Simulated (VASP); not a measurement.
# CO in VASP: further runs

One molecule, CO, is run at these levels: PBE, RPBE, RPBE+D3(BJ), r2SCAN+rVV10, optB86b-vdW; tasks: single point.

Program: VASP 6.6.1. These are calculated values, not measurements. Logs are shortened: lines on timing, memory, paths and dates and some standing lists are left out, and cuts for length are marked.

## 1. The molecule as given

The cell holds a molecule in a box, 2 atoms: a = 11.466 Å, b = 11.966 Å, c = 12.466 Å, α = 90.00°, β = 90.00°, γ = 90.00°.

## 2. Single point, PBE

The input, INCAR:

```
ALGO     = Normal         # electronic algorithm
EDIFF    = 1E-6           # SCF threshold, eV
ENCUT    = 400            # plane-wave cutoff, eV
GGA      = PE             # functional
ISIF     = 2              # what is computed and relaxed
ISMEAR   = 0              # smearing method
ISYM     = 0            
LASPH    = T              # aspherical terms in the spheres
LCHARG   = F              # write CHGCAR
LREAL    = F              # projectors in reciprocal space
LWAVE    = F              # write WAVECAR
NELM     = 100            # most SCF steps
PREC     = Accurate       # precision mode
SIGMA    = 0.01           # smearing width, eV
```

The input, KPOINTS:

```
k-points
0
Gamma
  1 1 1
```

The input, POSCAR:

```
CO                                      
1.0
   11.4664208122      0.0000000000      0.0000000000
    0.0000000000     11.9664208122      0.0000000000
    0.0000000000      0.0000000000     12.4664208122
  C               O             
     1     1
Selective dynamics
Direct
     0.5219830802999965    0.5161969978000016    0.4612390425999990   F   F   F
     0.4773768660984496    0.4918125282876026    0.5398882485923223   T   T   T
```

Potentials or basis: VASP PAW PBE potentials, release 64 (C, O).

On the command line:

```
> cat potpaw_PBE.64/C/POTCAR potpaw_PBE.64/O/POTCAR > POTCAR
> mpirun -np 1 vasp_gam > vasp.out
```

OUTCAR:

```text
EDIFF = 1E-6
   ENCUT = 400
   GGA = PE
   ISIF = 2
   ISMEAR = 0
   ISYM = 0
   LASPH = T
   LREAL = F
   NELM = 100
   PREC = Accurate

 ion  position               nearest neighbor table
   1  0.522  0.516  0.461-   2 1.14
   2  0.477  0.492  0.540-   1 1.14

IMPORTANT INFORMATION: All symmetrisations will be switched off!
NOSYMM: (Re-)initialisation of all symmetry stuff for point group C_1.

----------------------------------------------------------------------------------------

                                     Primitive cell

  volume of cell :    1710.5427

  direct lattice vectors                    reciprocal lattice vectors
    11.466420812  0.000000000  0.000000000     0.087211172  0.000000000  0.000000000
     0.000000000 11.966420812  0.000000000     0.000000000  0.083567176  0.000000000
     0.000000000  0.000000000 12.466420812     0.000000000  0.000000000  0.080215486

  length of vectors
    11.466420812 11.966420812 12.466420812     0.087211172  0.083567176  0.080215486

  position of ions in fractional coordinates (direct lattice)
     0.521983080  0.516196998  0.461239043
     0.477376866  0.491812528  0.539888249

  ion indices of the primitive-cell ions
   primitive index   ion index
                 1           1
                 2           2

----------------------------------------------------------------------------------------

 KPOINTS: k-points

Automatic generation of k-mesh.
 Grid dimensions read from file:
 generate k-points for:    1    1    1

 Generating k-lattice:

  Cartesian coordinates                     Fractional coordinates (reciprocal lattice)
     0.087211172  0.000000000  0.000000000     1.000000000  0.000000000  0.000000000
     0.000000000  0.083567176  0.000000000     0.000000000  1.000000000  0.000000000
     0.000000000  0.000000000  0.080215486     0.000000000  0.000000000  1.000000000

  Length of vectors
     0.087211172  0.083567176  0.080215486

  Shift w.r.t. Gamma in fractional coordinates (k-lattice)
     0.000000000  0.000000000  0.000000000

 Subroutine IBZKPT returns following result:
 ===========================================

 Found      1 irreducible k-points:

 Following reciprocal coordinates:
            Coordinates               Weight
  0.000000  0.000000  0.000000      1.000000
   k-points           NKPTS =      1   k-points in BZ     NKDIM =      1   number of bands    NBANDS=      9
   number of dos      NEDOS =    301   number of ions     NIONS =      2
   total plane-waves  NPLWV = 537600
   dimension x,y,z NGX =    80 NGY =   80 NGZ =   84
   dimension x,y,z NGXF=   160 NGYF=  160 NGZF=  168
   ions per type =               1   1
   NGX,Y,Z   is equivalent  to a cutoff of  11.60, 11.11, 11.20 a.u.
   NGXF,Y,Z  is equivalent  to a cutoff of  23.20, 22.23, 22.40 a.u.
 SYSTEM =  unknown system
   PREC   = accura    normal or accurate (medium, high low for compatibility)
   ISTART =      0    job   : 0-new  1-cont  2-samecut
   ICHARG =      2    charge: 1-file 2-atom 10-const
   ISPIN  =      1    spin polarized calculation?
   LNONCOLLINEAR =      F non collinear calculations
   LSORBIT =      F    spin-orbit coupling
   LASPH  =      T    aspherical Exc in radial PAW
   ENCUT  =  400.0 eV  29.40 Ry    5.42 a.u.  18.70 19.51 20.33*2*pi/ulx,y,z
   NELM   =    100;   NELMIN=  2; NELMDL= -5     # of ELM steps
   EDIFF  = 0.1E-05   stopping-criterion for ELM
   LREAL  =      F    real-space projection
   EDIFFG = 0.1E-04   stopping-criterion for IOM
   NSW    =      0    number of steps for IOM
   IBRION =     -1    ionic relax: 0-MD 1-quasi-New 2-CG
   NFREE  =      0    steps in history (QN), initial steepest desc. (CG)
   ISIF   =      2    stress and relaxation
   ISYM   =      0    0-nonsym 1-usesym 2-fastsym
   POTIM  = 0.5000    time-step for ionic-motion
   TEBEG  =    0.0;   TEEND  =   0.0 temperature during run
   PSTRESS=    0.0 pullay stress
   NELECT =      10.0000    total number of electrons
   NUPDOWN=      -1.0000    fix difference up-down
   EMIN   =  10.00;   EMAX   =-10.00  energy-range for DOS
   EFERMI =   0.00;   METHOD = LEGACY
   ISMEAR =     0;   SIGMA  =   0.01  broadening in eV -4-tet -1-fermi 0-gaus
   EFERMI_NEDOS =   21; number of points for ismear=-14 and -15
   IALGO  =     38    algorithm
   IMIX   =      4    mixing-type and parameters
     AMIX     =   0.40;   BMIX     =  1.00
     AMIX_MAG =   1.60;   BMIX_MAG =  1.00
  volume/ion in A,a.u.               =     855.27      5771.66
  Fermi-wavevector in a.u.,A,eV,Ry     =   0.294915  0.557309  1.183365  0.086975
  Thomas-Fermi vector in A             =   1.157983
   LORBIT       =      0    0 simple, 1 ext, 2 COOP (PROOUT), +10 PAW based schemes
   GGA     = PE    functional components
   LHFCALC =     F    Hartree Fock is set to
   AEXX    =    0.0000 exact exchange contribution
   IVDW    =     0    specifies the selected vdW correction
   LEPSILON=     F    determine dielectric tensor
   LRPA    =     F    only Hartree local field effects (RPA)
 non-spin polarized calculation
 Gauss-broadening in eV      SIGMA  =   0.01
  energy-cutoff  :      400.00
  volume of cell :     1710.54
 maximum number of plane-waves:     15554
 NGX is ok and might be reduce to    80
   NGX = 37   NGY = 39   NGZ = 41

 number of electron      10.0000001 magnetization

 Free energy of the ion-electron system (eV)
  ---------------------------------------------------
  ext. energy  EPLUGINS =         0.00000000
  ---------------------------------------------------
  free energy    TOTEN  =       -14.81153780 eV

  energy without entropy =      -14.81153780  energy(sigma->0) =      -14.81153780

 E-fermi :  -8.9473     XC(G=0):  -0.3973

 val. band max:       -8.9971291450   @ k =   0.0000   0.0000   0.0000
 cond. band min:      -2.0763683553   @ k =   0.0000   0.0000   0.0000
 fundamental gap:      6.9207607896
 Fermi energy:        -8.9473496774

 k-point     1 :       0.0000    0.0000    0.0000
  band No.  band energies     occupation
      1     -29.1903      2.00000
      2     -13.9921      2.00000
      3     -11.6717      2.00000
      4     -11.6715      2.00000
      5      -8.9971      2.00000
      6      -2.0764      0.00000
      7      -2.0761      0.00000
      8      -0.1787      0.00000
      9       0.6739      0.00000

------------------------ aborting loop because EDIFF is reached ----------------------------------------

  FORCE on cell =-STRESS in cart. coord.  units (eV):
  Direction    XX          YY          ZZ          XY          YZ          ZX
  --------------------------------------------------------------------------------------
  -------------------------------------------------------------------------------------
  Total       -0.7805485     -0.7927508     -0.7860242      0.0001148      0.0009270      0.0002984
  in kB       -0.7310996     -0.7425289     -0.7362284      0.0001075      0.0008682      0.0002795
  external PRESSURE =      -0.7366190 kB  Pullay stress =       0.0000000 kB

 VOLUME and BASIS-vectors are now :
 -----------------------------------------------------------------------------
  energy-cutoff  :      400.00
  volume of cell :     1710.54
      direct lattice vectors                 reciprocal lattice vectors
    11.466420812  0.000000000  0.000000000     0.087211172  0.000000000  0.000000000
     0.000000000 11.966420812  0.000000000     0.000000000  0.083567176  0.000000000
     0.000000000  0.000000000 12.466420812     0.000000000  0.000000000  0.080215486

 POSITION                                       TOTAL-FORCE (eV/Angst)
 -----------------------------------------------------------------------------------
      5.98528      6.17703      5.75000        -0.010787     -0.009832      0.023560
      5.47380      5.88524      6.73047         0.010787      0.009832     -0.023560
 -----------------------------------------------------------------------------------
    total drift:                               -0.000232     -0.000790     -0.001578

  FREE ENERGIE OF THE ION-ELECTRON SYSTEM (eV)
  ---------------------------------------------------
  free  energy   TOTEN  =       -14.8115378001 eV

  energy  without entropy=      -14.8115378001  energy(sigma->0) =      -14.81153780
```

Wall time 42 s (1 thread of Intel Xeon 6975P-C (Granite Rapids), shared host); peak memory 0.9 GiB.

Results:

```
Free energy                     : -14.8115 eV
Largest force                   : 0.028 eV/Å
Gap between the frontier levels : 6.92 eV
```

Forces in eV/Å, atoms in the order of the input:
```
C   -0.011 -0.010  0.024
O    0.011  0.010 -0.024
```

Levels at points of the mesh, in eV from the valence-band top:
```
           k point  band 2  band 3  band 4  band 5  band 6  band 7  band 8  band 9
(0.00, 0.00, 0.00)   -5.00   -2.67   -2.67    0.00    6.92    6.92    8.82    9.67
```

Caveat: the cutoff is under 1.25 times the usual one of these potentials, so pressure, stress and relaxed cells hold a basis-set (Pulay) error; the standard files for N, O and F lose accuracy on very short bonds. Expect the measured gap to be larger: semilocal functionals such as PBE lack the derivative discontinuity.

## 3. Single point, RPBE

INCAR, as its differences from that of step 2:

```diff
@@ -3,3 +3,3 @@
 ENCUT    = 400            # plane-wave cutoff, eV
-GGA      = PE             # functional
+GGA      = RP             # functional
 ISIF     = 2              # what is computed and relaxed
```

KPOINTS is that of step 2.

POSCAR is that of step 2.

Potentials or basis: VASP PAW PBE potentials, release 64 (C, O).

On the command line:

```
> cat potpaw_PBE.64/C/POTCAR potpaw_PBE.64/O/POTCAR > POTCAR
> mpirun -np 1 vasp_gam > vasp.out
```

It took 42 s on 1 thread of Intel Xeon 6975P-C (Granite Rapids), shared host; peak memory 0.9 GiB.

It converged, with:

```yaml
Free_energy: -14.4729 eV
Largest_force: 0.502 eV/Å
Gap_between_the_frontier_levels: 6.98 eV
```

Forces on the atoms (eV/Å):
```
C    0.226  0.126 -0.431
O   -0.226 -0.126  0.431
```

Levels at points of the mesh, in eV from the valence-band top:
| k point | band 1 | band 2 | band 3 | band 4 | band 5 | band 6 | band 7 | band 8 | band 9 |
| --- | --- | --- | --- | --- | --- | --- | --- | --- | --- |
| (0.00, 0.00, 0.00) | -20.22 | -4.99 | -2.61 | -2.61 | 0.00 | 6.98 | 6.98 | 8.76 | 9.60 |

Caveat: the cutoff is under 1.25 times the usual one of these potentials, so pressure, stress and relaxed cells hold a basis-set (Pulay) error; the standard files for N, O and F lose accuracy on very short bonds; the PAW data sets were made with another functional, which shifts forces and pressure a little.

## 4. Single point, RPBE+D3(BJ)

INCAR, as its differences from that of step 3:

```diff
@@ -7,2 +7,3 @@
 ISYM     = 0            
+IVDW     = 12             # dispersion correction
 LASPH    = T              # aspherical terms in the spheres
```

KPOINTS is that of step 3.

POSCAR is that of step 3.

On the command line:

```
> cat potpaw_PBE.64/C/POTCAR potpaw_PBE.64/O/POTCAR > POTCAR
> mpirun -np 1 vasp_gam > vasp.out
```

Wall time 39 s (1 thread of Intel Xeon 6975P-C (Granite Rapids), shared host); peak memory 0.9 GiB.

The run converged. Its results:

```
Free energy                     : -14.5533 eV
Largest force                   : 0.500 eV/Å
Gap between the frontier levels : 6.98 eV
Dispersion energy per atom      : -0.040 eV
```

Forces on the atoms (eV/Å):
```
C    0.225  0.125 -0.429
O   -0.225 -0.125  0.429
```

Levels at points of the mesh, in eV from the valence-band top:
| k point | band 3 | band 4 | band 5 | band 6 | band 7 | band 8 |
| --- | --- | --- | --- | --- | --- | --- |
| (0.00, 0.00, 0.00) | -2.61 | -2.61 | 0.00 | 6.98 | 6.98 | 8.76 |

Caveat: the cutoff is under 1.25 times the usual one of these potentials, so pressure, stress and relaxed cells hold a basis-set (Pulay) error; the standard files for N, O and F lose accuracy on very short bonds; the PAW data sets were made with another functional, which shifts forces and pressure a little.

## 5. Single point, r2SCAN+rVV10

The input, INCAR:

```
ALGO     = Normal         # electronic algorithm
BPARAM   = 11.95        
CPARAM   = 0.0093       
EDIFF    = 1E-6           # SCF threshold, eV
ENCUT    = 400            # plane-wave cutoff, eV
ISIF     = 2              # what is computed and relaxed
ISMEAR   = 0              # smearing method
ISYM     = 0            
IVDW_NL  = 2            
LASPH    = T              # aspherical terms in the spheres
LCHARG   = F              # write CHGCAR
LMIXTAU  = T            
LREAL    = F              # projectors in reciprocal space
LUSE_VDW = T            
LWAVE    = F              # write WAVECAR
METAGGA  = R2SCAN         # meta-GGA
NELM     = 100            # most SCF steps
PREC     = Accurate       # precision mode
SIGMA    = 0.01           # smearing width, eV
```

KPOINTS is that of step 4.

POSCAR is that of step 4.

On the command line:

```
> cat potpaw_PBE.64/C/POTCAR potpaw_PBE.64/O/POTCAR > POTCAR
> mpirun -np 1 vasp_gam > vasp.out
```

Run time: 28 min. Hardware: 1 thread of Intel Xeon 6975P-C (Granite Rapids), shared host; peak memory 3 GiB.

It converged, with:

```
Free energy                     : -16.0632 eV
Largest force                   : 1.013 eV/Å
Gap between the frontier levels : 7.69 eV
```

Forces on the atoms (eV/Å):
```
C   -0.450 -0.264  0.868
O    0.450  0.264 -0.868
```

Levels at points of the mesh, in eV from the valence-band top:
```tsv
k point	band 3	band 4	band 5	band 6	band 7	band 8
(0.00, 0.00, 0.00)	-2.57	-2.57	0.00	7.69	7.69	9.53
```

Caveat: the cutoff is under 1.25 times the usual one of these potentials, so pressure, stress and relaxed cells hold a basis-set (Pulay) error; the standard files for N, O and F lose accuracy on very short bonds; the PAW data sets were made with another functional, which shifts forces and pressure a little.

(Continued in part 2 of 2.)
